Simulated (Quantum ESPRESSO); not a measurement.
# AlN (F-43m): zone-centre phonons, part 3 of 3

Aim: the zone-centre modes of AlN (F-43m).

Quantum ESPRESSO 7.5; DFT PBE, scalar-relativistic, plane waves, GBRV ultrasoft pseudopotentials.

So far. Step 5 (Zone-centre response): The acoustic modes at Γ come out as far as 5.0 cm⁻¹ from zero, where they should vanish, a small numerical error; the Born charges miss their sum rule by 0.0047 e, which is good. Step 6 (Modes with the sum rule): The rule moves no optical mode by more than 0.1 cm⁻¹.

### Step 7. A frozen mode

The atoms are moved along one mode, by 0.015 Å at most in any Cartesian component, and the restoring forces give its frequency without the response code: a check of the response kernel of this functional.

File frozen.in:

```
 &control
    calculation='scf',
    prefix='x',
    outdir='./tmp',
    pseudo_dir='./pseudo',
    tprnfor=.true.,
 /
 &system
    ibrav=2,
    celldm(1)=8.32721651,
    nat=2,
    ntyp=2,
    ecutwfc=55.0,
    ecutrho=440.0,
    occupations='fixed',
    nbnd=6,
 /
 &electrons
    conv_thr=1.0d-11,
    mixing_beta=0.7,
    electron_maxstep=100,
 /
ATOMIC_SPECIES
 Al     26.9815  Al.upf
 N      14.0070  N.upf
ATOMIC_POSITIONS crystal
 Al    -0.001767287  -0.001767287   0.001767287
 N      0.753404006   0.753404006   0.746595994
K_POINTS automatic
 8 8 8 0 0 0
```

Run with:

```console
$ OMP_NUM_THREADS=1 mpirun -n 4 pw.x -nk 4 -in frozen.in > frozen.out
```

Log:

```text
[banners, grids, parts of the stress and lines that vanish by symmetry left out]
[banner, memory and clock lines left out]
Program PWSCF v.7.5

     G-vector sticks info

     bravais-lattice index     =            2
     lattice parameter (alat)  =       8.3272  a.u.
     unit-cell volume          =     144.3576 (a.u.)^3
     number of atoms/cell      =            2
     number of atomic types    =            2
     number of electrons       =         8.00
     number of Kohn-Sham states=            6
     kinetic-energy cutoff     =      55.0000  Ry
     charge density cutoff     =     440.0000  Ry
     scf convergence threshold =      1.0E-11
     mixing beta               =       0.7000
     number of iterations used =            8  plain     mixing
     Exchange-correlation= SLA  PW   PBE  PBE
                           (   1   4   3   4   0   0   0)

     celldm(1)=   8.327217  celldm(2)=   0.000000  celldm(3)=   0.000000
     celldm(4)=   0.000000  celldm(5)=   0.000000  celldm(6)=   0.000000

     crystal axes: (cart. coord. in units of alat)
               a(1) = (  -0.500000   0.000000   0.500000 )
               a(2) = (   0.000000   0.500000   0.500000 )
               a(3) = (  -0.500000   0.500000   0.000000 )

     reciprocal axes: (cart. coord. in units 2 pi/alat)
               b(1) = ( -1.000000 -1.000000  1.000000 )
               b(2) = (  1.000000  1.000000  1.000000 )
               b(3) = ( -1.000000  1.000000 -1.000000 )

     PseudoPot. # 1 for Al read from file:
     ./pseudo/Al.upf
     Pseudo is Ultrasoft + core correction, Zval =  3.0
     Using radial grid of  893 points,  3 beta functions with:
                l(1) =   0
                l(2) =   1
                l(3) =   2
     Q(r) pseudized with  8 coefficients,  rinner =    0.900   0.900   0.900
                                                       0.900   0.900

     PseudoPot. # 2 for N  read from file:
     ./pseudo/N.upf
     Pseudo is Ultrasoft + core correction, Zval =  5.0
     Using radial grid of  729 points,  4 beta functions with:
                l(1) =   0
                l(2) =   0
                l(3) =   1
                l(4) =   1
     Q(r) pseudized with  8 coefficients,  rinner =    0.900   0.900   0.900

     atomic species   valence    mass     pseudopotential
     Al                3.00    26.98150     Al( 1.00)
     N                 5.00    14.00700     N ( 1.00)

      4 Sym. Ops. (no inversion) found

   Cartesian axes

     site n.     atom                  positions (alat units)
         1        Al     tau(   1) = (   0.0000000   0.0000000  -0.0017673  )
         2        N      tau(   2) = (  -0.7500000   0.7500000   0.7534040  )

     number of k points=    95
                       cart. coord. in units 2pi/alat
        k(    1) = (   0.0000000   0.0000000   0.0000000), wk =   0.0039062
        k(    2) = (  -0.1250000   0.1250000  -0.1250000), wk =   0.0156250
        k(    3) = (  -0.2500000   0.2500000  -0.2500000), wk =   0.0156250
        [... further k-points left out ...]

     Dense  grid:    22419 G-vectors     FFT dimensions: (  40,  40,  40)

     Smooth grid:     7823 G-vectors     FFT dimensions: (  27,  27,  27)

     Initial potential from superposition of free atoms

     starting charge       7.9975, renormalised to       8.0000
     Starting wfcs are    8 randomized atomic wfcs

     per-process dynamical memory:    20.6 Mb

     Self-consistent Calculation

     iteration #  1     ecut=    55.00 Ry     beta= 0.70
     Davidson diagonalization with overlap
     ethr =  1.00E-02,  avg # of iterations =  3.4

     total energy              =     -26.79118098 Ry
     estimated scf accuracy    <       0.60203856 Ry

     iteration #  2     ecut=    55.00 Ry     beta= 0.70
     Davidson diagonalization with overlap
     ethr =  7.53E-03,  avg # of iterations =  2.0

     total energy              =     -26.97665656 Ry
     estimated scf accuracy    <       0.43664043 Ry

     iteration #  3     ecut=    55.00 Ry     beta= 0.70
     Davidson diagonalization with overlap
     ethr =  5.46E-03,  avg # of iterations =  2.0

     total energy              =     -27.04560405 Ry
     estimated scf accuracy    <       0.00377471 Ry

     iteration #  4     ecut=    55.00 Ry     beta= 0.70
     Davidson diagonalization with overlap
     ethr =  4.72E-05,  avg # of iterations =  4.0

     total energy              =     -27.04743174 Ry
     estimated scf accuracy    <       0.00396132 Ry

     iteration #  5     ecut=    55.00 Ry     beta= 0.70
     Davidson diagonalization with overlap
     ethr =  4.72E-05,  avg # of iterations =  1.2

     total energy              =     -27.04775651 Ry
     estimated scf accuracy    <       0.00031583 Ry

     iteration #  6     ecut=    55.00 Ry     beta= 0.70
     Davidson diagonalization with overlap
     ethr =  3.95E-06,  avg # of iterations =  2.9

     total energy              =     -27.04773608 Ry
     estimated scf accuracy    <       0.00010754 Ry

     iteration #  7     ecut=    55.00 Ry     beta= 0.70
     Davidson diagonalization with overlap
     ethr =  1.34E-06,  avg # of iterations =  2.2

     total energy              =     -27.04777171 Ry
     estimated scf accuracy    <       0.00001037 Ry

     iteration #  8     ecut=    55.00 Ry     beta= 0.70
     Davidson diagonalization with overlap
     ethr =  1.30E-07,  avg # of iterations =  1.0

     total energy              =     -27.04777192 Ry
     estimated scf accuracy    <       0.00000124 Ry

     iteration #  9     ecut=    55.00 Ry     beta= 0.70
     Davidson diagonalization with overlap
     ethr =  1.55E-08,  avg # of iterations =  2.0

     total energy              =     -27.04777231 Ry
     estimated scf accuracy    <       0.00000009 Ry

     iteration # 10     ecut=    55.00 Ry     beta= 0.70
     Davidson diagonalization with overlap
     ethr =  1.10E-09,  avg # of iterations =  1.4

     total energy              =     -27.04777232 Ry
     estimated scf accuracy    <          4.9E-09 Ry

     iteration # 11     ecut=    55.00 Ry     beta= 0.70
     Davidson diagonalization with overlap
     ethr =  6.12E-11,  avg # of iterations =  2.0

     total energy              =     -27.04777232 Ry
     estimated scf accuracy    <          8.5E-10 Ry

     iteration # 12     ecut=    55.00 Ry     beta= 0.70
     Davidson diagonalization with overlap
     ethr =  1.06E-11,  avg # of iterations =  2.0

     total energy              =     -27.04777232 Ry
     estimated scf accuracy    <          2.7E-09 Ry

     iteration # 13     ecut=    55.00 Ry     beta= 0.70
     Davidson diagonalization with overlap
     ethr =  1.06E-11,  avg # of iterations =  1.0

     total energy              =     -27.04777232 Ry
     estimated scf accuracy    <          1.4E-09 Ry

     iteration # 14     ecut=    55.00 Ry     beta= 0.70
     Davidson diagonalization with overlap
     ethr =  1.06E-11,  avg # of iterations =  2.0

     total energy              =     -27.04777232 Ry
     estimated scf accuracy    <          1.0E-11 Ry

     iteration # 15     ecut=    55.00 Ry     beta= 0.70
     Davidson diagonalization with overlap
     ethr =  1.26E-13,  avg # of iterations =  2.1

     total energy              =     -27.04777232 Ry
     estimated scf accuracy    <          4.2E-11 Ry

     iteration # 16     ecut=    55.00 Ry     beta= 0.70
     Davidson diagonalization with overlap
     ethr =  1.26E-13,  avg # of iterations =  2.0

     End of self-consistent calculation

          k = 0.0000 0.0000 0.0000 (   965 PWs)   bands (ev):

    -8.1905   6.6305   6.6913   6.7499  10.6310  18.8759

          k =-0.1250 0.1250-0.1250 (   974 PWs)   bands (ev):

    -7.9687   5.4783   6.5908   6.6677  11.5688  18.3159

     [... levels at further k-points left out ...]

     highest occupied, lowest unoccupied level (ev):     6.7499    9.9888

!    total energy              =     -27.04777232 Ry
     estimated scf accuracy    <          1.3E-12 Ry

     The total energy is the sum of the following terms:
     one-electron contribution =      -1.27723493 Ry
     hartree contribution      =       5.70851869 Ry
     xc contribution           =      -9.87079473 Ry
     ewald contribution        =     -21.60826135 Ry

     convergence has been achieved in  16 iterations

     Forces acting on atoms (cartesian axes, Ry/au):

     atom    1 type  1   force =     0.00000000    0.00000000    0.01213387
     atom    2 type  2   force =     0.00000000    0.00000000   -0.01213387

     Total force =     0.017160     Total SCF correction =     0.000000

     XML data file, charge density, pseudopotentials, collected wavefunctions
```

It took 5.4 s on 4 MPI ranks of Arm Neoverse V1, shared host.

This step gave:

- gap on the k-mesh: 3.239 eV
- frequency from the forces: 635.4 cm⁻¹
- frequency from linear response: 635.6 cm⁻¹

The forces give 635.4 cm⁻¹ against 635.6 cm⁻¹ from linear response after the sum rule.

### Step 8. Modes along a direction of q (1 0 0)

A longitudinal polar mode sets up a macroscopic field that stiffens it; the term hangs on the direction from which q goes to zero.

File dynmat.in:

```
 &input
    fildyn='g.dyn',
    asr='simple',
    fileig='dynmat.eig',
    q(1)=1.0,
    q(2)=0.0,
    q(3)=0.0,
 /
```

Run with:

```console
$ dynmat.x -in dynmat.in > dynmat.out
```

Log:

```text
[banner, memory and clock lines left out]
Program DYNMAT v.7.5

     Reading Dynamical Matrix from file g.dyn
     ...Force constants read
     ...epsilon and Z* read

     Polarizability (A^3 units)
     multiply by 0.451172 for Clausius-Mossotti correction
         6.212250    0.000000   -0.000000
         0.000000    6.212250   -0.000000
        -0.000000   -0.000000    6.212250

     IR activities are in (D/A)^2/amu units

# mode   [cm-1]    [THz]      IR
    1     -0.00   -0.0000    0.0000
    2      0.00    0.0000    0.0000
    3      0.00    0.0000    0.0000
    4    635.61   19.0550   16.3432
    5    635.61   19.0550   16.3432
    6    868.60   26.0400   16.3432
```

Run time: 0.45 s. Hardware: 1 thread.

Read from the output:

```
highest mode moved by the LO-TO term : 868.6 cm⁻¹
```

Zone-centre frequencies as printed; negative means imaginary. Modes:

```tsv
mode	frequency (cm⁻¹)
1	0
2	0
3	0
4	635.6
5	635.6
6	868.6
```

The field moves one mode, from 636 to 869 cm⁻¹; the others stay.

### Step 9. Outcome

- space group after relaxation: F-43m
- volume per atom: 10.7 Å³
- gap on the k-mesh: 3.30 eV
- highest optical zone-centre mode (no LO-TO term): 635.6 cm⁻¹
- highest mode moved by the LO-TO term: 868.6 cm⁻¹
- mean high-frequency dielectric constant: 4.65
- largest Born charge in size (third of the trace): 2.56 e
- mean static dielectric constant: 8.68
- imaginary optical modes at the zone centre (no q mesh in this session): none

At the PBE level the optical modes of AlN (F-43m) at the zone centre (no LO-TO term) lie at 636 cm⁻¹. Along the directions run, the highest mode that the macroscopic field moves lies at 869 cm⁻¹. Lattice motion raises the mean dielectric constant from 4.649 to 8.683. The Born charge of Al is 2.553 e against a formal charge of +3, somewhat under it. The Lyddane-Sachs-Teller relation holds: (ωLO/ωTO)² is 1.87 and ε₀/ε∞ is 1.87. These are harmonic frequencies at zero temperature: anharmonic shifts and linewidths and thermal expansion are left out. The structure comes from a database and need not be the phase that is stable at ambient conditions.

[Host names and launcher messages were left out of these logs when they were recorded.]

[Logs are printed without paths, hosts, clocks, repeated set-up lines and the standing remarks that a program may print on its own settings, such as how far it seeks lower states.]

[Hosts, paths, dates, database ids (printed as entryN), source tags and the programs' standing remarks are cut or masked in the printed files.]
